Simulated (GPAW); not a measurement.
## CoO: equation of state with PBE

CoO:

```xyz
2
Lattice="0.0000 2.1315 2.1315 2.1315 0.0000 2.1315 2.1315 2.1315 0.0000" Properties=species:S:1:pos:R:3 pbc="T T T"
Co    0.0000    0.0000    0.0000
O     2.1315    2.1315    2.1315
```

```
Program             : GPAW 26.7.0
Task                : equation of state
Functional          : PBE
Potentials or basis : GPAW PAW data sets (gpaw-data 1.2.1)
Basis               : fd
Grid spacing        : 0.16 Å
k mesh              : 9 × 9 × 9
Occupations         : fermi-dirac, width 0.05 eV
Spin                : collinear spin, ferromagnetic start
Starting moments    : [2.0, 0.0] μB
```

| Item | Value |
| --- | --- |
| Equilibrium volume | 9.78 Å³/atom |
| Bulk modulus | 147 GPa |
| Pressure derivative of the bulk modulus | 4.1 (rough: it moves with the points fitted) |

Energy against volume, from the lowest point:
```
volume (Å³/atom)  energy (meV/atom)
           9.103              23.99
           9.297              11.54
           9.490               3.82
           9.684               0.10
           9.878               0.00
          10.071               3.29
          10.265               9.68
```

It took 6.5 min on 1 thread of AMD EPYC 7B13 (Zen 3), on a shared host, peak memory 0.38 GiB.

 PBE usually gives volumes a little too large and moduli too small.
